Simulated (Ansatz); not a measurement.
Crystal: V.

```xyz
2
Lattice="2.6043 0.0000 0.0000 -1.3021 2.2554 0.0000 0.0000 0.0000 4.7233" Properties=species:S:1:pos:R:3 pbc="T T T"
V     0.0000    1.5036    1.1808
V     1.3021    0.7518    3.5425
```

This isn't the form of V at room conditions, which is bcc.

Program: Ansatz 0.2.0. Alike in all runs: potentials or basis all-electron LAPW, scalar-relativistic; cell as given; k mesh 12 × 12 × 6; smearing fermi-dirac 0.05 eV; basis error allowed 0.001 eV/atom.

Task: Order these runs on this cell by their pressure, lowest first.
A. level LDA; spin collinear, ferromagnetic start; cutoff (eV) 261
B. level PBEsol; spin collinear, ferrimagnetic start; cutoff (eV) 262
C. level PBEsol+U; spin collinear, ferromagnetic start; U V d U = 2 eV; cutoff (eV) 262

Result: A (-12.9 GPa), B (-7.2 GPa), C (-2.8 GPa).

Caveats: the magnetic state may not be the lowest (some runs); U is the effective U less J, on atomic orbitals that reach past the spheres (some runs); the U is typed as a test and isn't derived for this compound (some runs).

Not every run made on this cell is shown here.
